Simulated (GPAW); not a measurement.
# V (Im-3m) in GPAW: settings compared

The runs below take V through equation of state, band structure, with LDA, M06-L+D3, PBEsol+D3, r2SCAN+U.

Everything below comes from runs of GPAW 26.7.0. Logs are shortened: lines on timing, memory, paths and dates and some standing lists are left out, and cuts for length are marked. The log counts tension as positive stress, the text compression.

### 1 The structure

The structure is cubic, space group Im-3m (No. 229). The conventional cell has a = 3.029 Å, b = 3.029 Å, c = 3.029 Å, α = 90.00°, β = 90.00°, γ = 90.00°. V (site symmetry m-3m) is surrounded by 8 V at 2.62 Å.

### 2 Equation of state, LDA, collinear spin, ferromagnetic start

Contents of run.py:

```python
from ase import Atoms
from ase.eos import EquationOfState
from ase.io import Trajectory
from ase.units import GPa
from gpaw import GPAW, PW

atoms = Atoms(['V'],
              cell=[[-1.51435, 1.51435, 1.51435],
                    [1.51435, -1.51435, 1.51435],
                    [1.51435, 1.51435, -1.51435]],
              scaled_positions=[[0.0, 0.0, 0.0]],
              pbc=True)
atoms.set_initial_magnetic_moments([2.0])

traj = Trajectory('eos.traj', 'w')
volumes, energies = [], []
for x in [0.94, 0.96, 0.98, 1.0, 1.02, 1.04, 1.06]:
    a = atoms.copy()
    a.set_cell(atoms.cell * x**(1 / 3), scale_atoms=True)
    calc = GPAW(mode=PW(600),
                xc='LDA',
                kpts={'size': (10, 10, 10), 'gamma': True},
                occupations={'name': 'fermi-dirac', 'width': 0.05},
                setups={'V': '5'},
                nbands=-9,
                convergence={'density': 1e-05, 'energy': 1e-05},
                maxiter=150,
                txt=f'eos-{x:.2f}.txt')
    a.calc = calc
    energies.append(a.get_potential_energy(force_consistent=True))
    volumes.append(a.get_volume())
    p = -a.get_stress()[:3].mean() / GPa
    calc.write(f'eos-{x:.2f}.gpw')
    traj.write(a)
    print(f'{x:.2f} {volumes[-1]:10.4f} A^3 {energies[-1]:14.6f} eV {p:9.3f} GPa', flush=True)

v0, e0, B = EquationOfState(volumes, energies, eos='birchmurnaghan').fit()
print(f'V0 = {v0:.4f} A^3, E0 = {e0:.6f} eV, B0 = {B / GPa:.2f} GPa')
```

Potentials or basis: the program's PAW data sets (release 1.2.1) made for this functional, other valence, pw.

Command:

```console
> OMP_NUM_THREADS=1 python run.py
```

The log of the run:

```text
__  _  _
 | _ |_)|_||  |
 |__||  | ||/\| - 26.7.0

Input parameters:
  mode=PW(ecut=600.0),
  convergence={'density': 1e-05, 'energy': 1e-05},
  kpts=MonkhorstPack(size=(10, 10, 10), gamma=True),
  maxiter=150,
  nbands=-9,
  occupations=Occupations(name='fermi-dirac', width=0.05),
  setups={'V': '5'},
  xc=XC(name='LDA')

Diagonalizing LCAO Hamiltonian
Converting LCAO to pw mode

       V

Atoms  # Å, Bohr magnetons
|   | symbol |        x |        y |        z |    initial magnetic moments |
|---|--------|----------|----------|----------|-----------------------------|
| 0 |      V | 0.000000 | 0.000000 | 0.000000 | ( 0.0000,  0.0000,  2.0000) |

Unit cell  # Å
| periodic |         x |         y |         z |  lengths |     angles |
|----------|-----------|-----------|-----------|----------|------------|
|      yes | -1.483436 |  1.483436 |  1.483436 | 2.569387 | 109.471221 |
|      yes |  1.483436 | -1.483436 |  1.483436 | 2.569387 | 109.471221 |
|      yes |  1.483436 |  1.483436 | -1.483436 | 2.569387 | 109.471221 |

Number of symmetries: 48
Symmetry operations  # r_c * U_cc + t_c -> r_c
|    | kind |            matrix            |
|----|------|------------------------------|
|  0 |  σ   |  1, 1, 1,  0, 0,-1,  0,-1, 0 |
|  1 |  C4  |  1, 1, 1,  0, 0,-1, -1, 0, 0 |
|  2 |  C2  |  1, 1, 1,  0,-1, 0,  0, 0,-1 |
|  3 |  S6  |  1, 1, 1,  0,-1, 0, -1, 0, 0 |
|  4 |  S6  |  1, 1, 1, -1, 0, 0,  0, 0,-1 |
|  5 |  C4  |  1, 1, 1, -1, 0, 0,  0,-1, 0 |
|  6 |  E   |  1, 0, 0,  0, 1, 0,  0, 0, 1 |
|  7 |  σ   |  1, 0, 0,  0, 1, 0, -1,-1,-1 |
|  8 |  σ   |  1, 0, 0,  0, 0, 1,  0, 1, 0 |
|  9 |  C3  |  1, 0, 0,  0, 0, 1, -1,-1,-1 |
| 10 |  C3  |  1, 0, 0, -1,-1,-1,  0, 1, 0 |
| 11 |  σ   |  1, 0, 0, -1,-1,-1,  0, 0, 1 |
| 12 |  σ   |  0, 1, 0,  1, 0, 0,  0, 0, 1 |
| 13 |  C2  |  0, 1, 0,  1, 0, 0, -1,-1,-1 |
| 14 |  C3  |  0, 1, 0,  0, 0, 1,  1, 0, 0 |
| 15 |  S4  |  0, 1, 0,  0, 0, 1, -1,-1,-1 |
| 16 |  S4  |  0, 1, 0, -1,-1,-1,  1, 0, 0 |
| 17 |  C3  |  0, 1, 0, -1,-1,-1,  0, 0, 1 |
| 18 |  C3  |  0, 0, 1,  1, 0, 0,  0, 1, 0 |
| 19 |  S4  |  0, 0, 1,  1, 0, 0, -1,-1,-1 |
| 20 |  σ   |  0, 0, 1,  0, 1, 0,  1, 0, 0 |
| 21 |  C3  |  0, 0, 1,  0, 1, 0, -1,-1,-1 |
| 22 |  C2  |  0, 0, 1, -1,-1,-1,  1, 0, 0 |
| 23 |  S4  |  0, 0, 1, -1,-1,-1,  0, 1, 0 |
| 24 |  C4  |  0, 0,-1,  1, 1, 1,  0,-1, 0 |
| 25 |  σ   |  0, 0,-1,  1, 1, 1, -1, 0, 0 |
| 26 |  S6  |  0, 0,-1,  0,-1, 0,  1, 1, 1 |
| 27 |  C2  |  0, 0,-1,  0,-1, 0, -1, 0, 0 |
| 28 |  C4  |  0, 0,-1, -1, 0, 0,  1, 1, 1 |
| 29 |  S6  |  0, 0,-1, -1, 0, 0,  0,-1, 0 |
| 30 |  S6  |  0,-1, 0,  1, 1, 1,  0, 0,-1 |
| 31 |  C4  |  0,-1, 0,  1, 1, 1, -1, 0, 0 |
| 32 |  C4  |  0,-1, 0,  0, 0,-1,  1, 1, 1 |
| 33 |  S6  |  0,-1, 0,  0, 0,-1, -1, 0, 0 |
| 34 |  σ   |  0,-1, 0, -1, 0, 0,  1, 1, 1 |
| 35 |  C2  |  0,-1, 0, -1, 0, 0,  0, 0,-1 |
| 36 |  C2  | -1, 0, 0,  1, 1, 1,  0, 0,-1 |
| 37 |  S6  | -1, 0, 0,  1, 1, 1,  0,-1, 0 |
| 38 |  S6  | -1, 0, 0,  0, 0,-1,  1, 1, 1 |
| 39 |  C2  | -1, 0, 0,  0, 0,-1,  0,-1, 0 |
| 40 |  C2  | -1, 0, 0,  0,-1, 0,  1, 1, 1 |
| 41 |  i   | -1, 0, 0,  0,-1, 0,  0, 0,-1 |
| 42 |  S4  | -1,-1,-1,  1, 0, 0,  0, 1, 0 |
| 43 |  C3  | -1,-1,-1,  1, 0, 0,  0, 0, 1 |
| 44 |  C3  | -1,-1,-1,  0, 1, 0,  1, 0, 0 |
| 45 |  σ   | -1,-1,-1,  0, 1, 0,  0, 0, 1 |
| 46 |  S4  | -1,-1,-1,  0, 0, 1,  1, 0, 0 |
| 47 |  C2  | -1,-1,-1,  0, 0, 1,  0, 1, 0 |

BZ-sampling:
  Number of BZ points: 1000
  Number of IBZ points: 47

  Monkhorst-Pack size: [10, 10, 10]
  Monkhorst-Pack shift: [0.05, 0.05, 0.05]

K-points  # in reciprocal-cell coordinates
|     |                                coordinates |     weight |
|-----|--------------------------------------------|------------|
|   0 | (  0.00000000,   0.00000000,   0.00000000) | 0.00100000 |
|   1 | (  0.10000000,   0.00000000,   0.00000000) | 0.01200000 |
|   2 | (  0.10000000,   0.10000000,  -0.10000000) | 0.00600000 |
|   3 | (  0.20000000,   0.00000000,  -0.10000000) | 0.02400000 |
|   4 | (  0.20000000,   0.00000000,   0.00000000) | 0.01200000 |
|   5 | (  0.20000000,   0.10000000,  -0.10000000) | 0.02400000 |
|   6 | (  0.20000000,   0.20000000,  -0.20000000) | 0.00600000 |
|   7 | (  0.30000000,  -0.10000000,  -0.10000000) | 0.00800000 |
|   8 | (  0.30000000,   0.00000000,  -0.10000000) | 0.04800000 |
|   9 | (  0.30000000,   0.00000000,   0.00000000) | 0.01200000 |
| ... |                                            |            |
|  46 | (  0.50000000,   0.50000000,   0.50000000) | 0.00100000 |

Plane wave coefficients: 466
Cutoff: 600.0 eV

Spin-components: 2 (collinear spins)
Bands:           12
Projectors:      6
Spin-degeneracy: 1
Datatype:        complex128

Parallelization:
  kpt:    1
  domain: 1
  band:   1

Density:
  Valence electrons: 5.0
  Components: 2
  Grid points: [15 15 15]
  Charge: 0.0  # |e|

Potential:
  Grid points: [15 15 15]

species:
  V:
    name:    Vanadium
    Z:       23.0
    valence: 5
    core:    18
    charge:  0.0  # [|e|]
    compensation charges:
      type: gauss
      rc: 0.42  # [Å]
      lmax: 2
    cutoffs:
      filter: 2.33  # [Å]
      core: 3.13  # [Å]
    projectors
    | kind |    occ | energy [eV] | rcut [Å] |
    |------|--------|-------------|----------|
    |   4s |  2.000 |      -4.846 |    1.323 |
    |   4p |  0.000 |      -1.526 |    1.270 |
    |   3d |  3.000 |      -5.381 |    1.058 |
    |    s |        |      22.366 |    1.323 |
    |    p |        |      25.685 |    1.270 |
    |    d |        |      21.830 |    1.058 |

    Using partial waves for V as LCAO basis

Reference energy: -25767.601828  # eV

eigensolver:
  PPCG
  Converge bands: occupied
  niter=2

density mixing:
  MSR1-Mixer
  Pratt-step length: 0.05
  Maximum mixing coefficient: 0.75
  Old densities: 10
  SVD Regularization: 0.005
  Good broyden scale: 1.0
  Trust region scale: 1.0
  Backstep threshold: 4.0
  History deletion threshold: 6.0
  Fourier metric: weight=20.0, sigma=0.015

occupation numbers:
  Fermi-Dirac:
    width: 0.0500  # eV

poisson solver:
  ecut: 4800.0  # eV

xc functional:
  name: None

convergence criteria:
- Maximum integral of absolute [dens]ity change: 1e-05 electrons / valence electron
- Maximum [total energy] change in last 3 cyles: 1e-05 eV / valence electron
- Maximum integral of absolute [eigenst]ate change: 4e-08 eV^2 / valence electron
maximum number of iterations: 150

SCF iterations
|iter     | |      energy | eigst |  dens |  magmom |
|---------|-|-------------|-------|-------|---------|
|iter:   1| |   -9.119189 | -0.00 |       |  +2.0075|
|iter:   2| |   -9.093422 | -2.45 | -0.45 |  +1.9496|
|iter:   3| |   -9.167084 | -2.07 | -0.48 |  +1.1303|
|iter:   4| |   -9.223552 | -3.06 | -0.94 |  +0.7725|
|iter:   5| |   -9.257041 | -3.45 | -1.12 |  +0.2877|
|iter:   6| |   -9.260767 | -4.18 | -1.62 |  +0.1423|
|iter:   7| |   -9.262011 | -4.18 | -1.96 |  +0.0358|
|iter:   8| |   -9.262081 | -6.49 | -2.54 |  +0.0151|
|iter:   9| |   -9.262094 | -6.93 | -2.95 |  +0.0014|
|iter:  10| |   -9.262095c| -7.88c| -3.78 |  +0.0005|
|iter:  11| |   -9.262096c| -7.99c| -4.24 |  -0.0001|
|iter:  12| |   -9.262096c| -9.05c| -5.00 |  -0.0000|
|iter:  13| |   -9.262096c| -9.92c| -5.56c|  +0.0000|

Converged in 13 steps
Energy contributions relative to reference atoms: (reference = -25767.601828)

Energy contributions:
  Kinetic:           5.902940
  Coulomb:          -5.765932
  Zero:              0.166683
  External:          0.000000
  Xc:               -9.557985
  Entropy:          -0.015604
  Spinorbit:         0.000000
  ----------------------------
  Free energy:      -9.269898
  Extrapolated:     -9.262096

dipole moment: (-3.493081, -3.493081, -3.493081)  # |e|*Ang

Total magnetic moment: (0.000000, 0.000000, 0.000007)

Local magnetic moments
|        x |        y |        z |
|----------|----------|----------|
| 0.000000 | 0.000000 | 0.000005 |  # V    0

Fermi level: 8.937
Eigenvalues  # (at kpt = [0.000, 0.000, 0.000])
| band index |      eig [eV] | occ [0-1] |      eig [eV] | occ [0-1] |
|------------|---------------|-----------|---------------|-----------|
|          0 |         2.275 |     1.000 |         2.275 |     1.000 |
|          1 |         9.312 |     0.001 |         9.312 |     0.001 |
|          2 |         9.312 |     0.001 |         9.312 |     0.001 |
|          3 |         9.312 |     0.001 |         9.312 |     0.001 |
|          4 |        11.377 |     0.000 |        11.377 |     0.000 |
|          5 |        11.377 |     0.000 |        11.377 |     0.000 |
|          6 |        31.388 |     0.000 |        31.388 |     0.000 |
|          7 |        31.388 |     0.000 |        31.388 |     0.000 |
|          8 |        31.388 |     0.000 |        31.388 |     0.000 |
|        ... |               |           |               |           |
|         11 |        39.158 |     0.000 |        39.158 |     0.000 |

No gap
No difference between direct/indirect transitions

Stress tensor  # eV/Ang^3
|         x |         y |         z |
|-----------|-----------|-----------|
|  0.010162 | -0.000000 | -0.000000 |
| -0.000000 |  0.010162 |  0.000000 |
| -0.000000 |  0.000000 |  0.010162 |

# Writing to eos-0.94.gpw (mode='')
```

eos-0.98.txt:

```text
SCF iterations
|iter     | |      energy | eigst |  dens |  magmom |
|---------|-|-------------|-------|-------|---------|
|iter:   1| |   -9.114088 | -0.01 |       |  +2.0075|
|iter:   2| |   -9.085254 | -2.47 | -0.45 |  +1.9498|
|iter:   3| |   -9.143745 | -2.14 | -0.48 |  +1.1549|
|iter:   4| |   -9.198471 | -3.11 | -0.95 |  +0.8083|
|iter:   5| |   -9.235851 | -3.47 | -1.11 |  +0.3033|
[... 46 lines left out ...]
|        ... |               |           |               |           |
|         11 |        38.564 |     0.000 |        38.565 |     0.000 |

No gap
No difference between direct/indirect transitions

Stress tensor  # eV/Ang^3
|        x |         y |         z |
|----------|-----------|-----------|
| 0.060188 |  0.000000 |  0.000000 |
| 0.000000 |  0.060188 | -0.000000 |
| 0.000000 | -0.000000 |  0.060188 |

# Writing to eos-0.98.gpw (mode='')
```

It took 90 s on 1 thread of Arm Neoverse V1, shared host; peak memory 0.18 GiB.

Results:

```
Equilibrium volume : 12.97 Å³/atom (rough: see the caveat)
Bulk modulus       : 216 GPa (rough)
```

Energy against volume, from the lowest point:
```
volume (Å³/atom)  energy (meV/atom)
          13.058               0.00
          13.336               6.36
          13.613              19.66
          13.891              39.23
          14.169              64.42
          14.447              94.65
          14.725             129.40
```

Caveat: the minimum lies outside the volumes run.

### 3 Equation of state, M06-L+D3, collinear spin, ferromagnetic start

Contents of run.py:

```python
from ase.calculators.mixing import SumCalculator
from ase.eos import EquationOfState
from ase.io import Trajectory, read
from ase.units import GPa
from dftd3.ase import DFTD3
from gpaw import GPAW, PW

atoms = read('V.cif')
atoms.set_initial_magnetic_moments([2.0])

traj = Trajectory('eos.traj', 'w')
volumes, energies = [], []
for x in [0.94, 0.96, 0.98, 1.0, 1.02, 1.04, 1.06]:
    a = atoms.copy()
    a.set_cell(atoms.cell * x**(1 / 3), scale_atoms=True)
    calc = GPAW(mode=PW(600),
                xc='M06-L',
                kpts={'size': (10, 10, 10), 'gamma': True},
                occupations={'name': 'fermi-dirac', 'width': 0.05},
                nbands=15,
                convergence={'density': 1e-05, 'energy': 1e-05},
                maxiter=150,
                txt=f'eos-{x:.2f}.txt')
    a.calc = SumCalculator([calc, DFTD3(method='m06l', damping='d3zero')])
    energies.append(a.get_potential_energy())
    volumes.append(a.get_volume())
    p = -a.get_stress()[:3].mean() / GPa
    calc.write(f'eos-{x:.2f}.gpw')
    traj.write(a)
    print(f'{x:.2f} {volumes[-1]:10.4f} A^3 {energies[-1]:14.6f} eV {p:9.3f} GPa', flush=True)

v0, e0, B = EquationOfState(volumes, energies, eos='birchmurnaghan').fit()
print(f'V0 = {v0:.4f} A^3, E0 = {e0:.6f} eV, B0 = {B / GPa:.2f} GPa')
```

Contents of V.cif:

```cif
data_V
_cell_length_a 2.62293114
_cell_length_b 2.62293114
_cell_length_c 2.62293114
_cell_angle_alpha 109.47122063
_cell_angle_beta 109.47122063
_cell_angle_gamma 109.47122063
_space_group_name_H-M_alt 'P1'
_space_group_name_Hall 'P 1'
_space_group_IT_number 1
loop_
_space_group_symop_operation_xyz
'x,y,z'
loop_
_atom_site_label
_atom_site_type_symbol
_atom_site_symmetry_multiplicity
_atom_site_Wyckoff_symbol
_atom_site_fract_x
_atom_site_fract_y
_atom_site_fract_z
_atom_site_occupancy
V1 V 1 a 0.0000000000 0.0000000000 0.0000000000 1
```

Potentials or basis: GPAW PAW data sets (gpaw-data 1.2.1), pw.

Command:

```console
> OMP_NUM_THREADS=1 python run.py
```

Wall time 11 min (1 thread of Arm Neoverse V1, shared host); peak memory 0.57 GiB.

Results (log left out):

* Equilibrium volume: 12.98 Å³/atom (rough: see the caveat)
* Bulk modulus: 258 GPa (rough)

Energy against volume, from the lowest point:
```tsv
volume (Å³/atom)	energy (meV/atom)
13.058	0.00
13.336	7.21
13.613	22.40
13.891	44.62
14.169	72.98
14.447	106.72
14.725	144.95
```

Caveat: the minimum lies outside the volumes run; the PAW data sets were made with another functional, which shifts forces and pressure a little.

### 4 Equation of state, PBEsol+D3, collinear spin, ferromagnetic start

Edit run.py of step 3 so:

```diff
@@ -2,8 +2,16 @@
 from ase.eos import EquationOfState
-from ase.io import Trajectory, read
+from ase.io import Trajectory
+from ase.spacegroup import crystal
 from ase.units import GPa
 from dftd3.ase import DFTD3
-from gpaw import GPAW, PW
+from gpaw import GPAW, PW, setup_paths
 
-atoms = read('V.cif')
+setup_paths.insert(0, '.')
+
+# V 2a
+atoms = crystal(['V'],
+                basis=[[0.0, 0.0, 0.0]],
+                spacegroup=229, setting=1,  # Im-3m
+                cellpar=[3.0287, 3.0287, 3.0287, 90.0, 90.0, 90.0],
+                primitive_cell=True)
 atoms.set_initial_magnetic_moments([2.0])
@@ -16,3 +24,3 @@
     calc = GPAW(mode=PW(600),
-                xc='M06-L',
+                xc='PBEsol',
                 kpts={'size': (10, 10, 10), 'gamma': True},
@@ -23,3 +31,3 @@
                 txt=f'eos-{x:.2f}.txt')
-    a.calc = SumCalculator([calc, DFTD3(method='m06l', damping='d3zero')])
+    a.calc = SumCalculator([calc, DFTD3(method='pbesol', damping='d3zero')])
     energies.append(a.get_potential_energy())
```

Potentials or basis: PAW data sets generated in the run's folder for this functional, pw.

Command:

```console
> gpaw-setup -f PBEsol V
> OMP_NUM_THREADS=1 python run.py
```

It took 2 min on 1 thread of Arm Neoverse V1, shared host; peak memory 0.2 GiB.

Results (log left out):

| Quantity | Value |
| --- | --- |
| Equilibrium volume | 12.70 Å³/atom (rough: see the caveat) |
| Bulk modulus | 215 GPa (rough) |

Energy against volume, from the lowest point:
```csv
volume (Å³/atom),energy (meV/atom)
13.058,0.00
13.336,13.28
13.613,32.90
13.891,58.24
14.169,88.71
14.447,123.76
14.725,162.93
```

Caveat: the minimum lies outside the volumes run.

(Continued in part 2 of 2.)
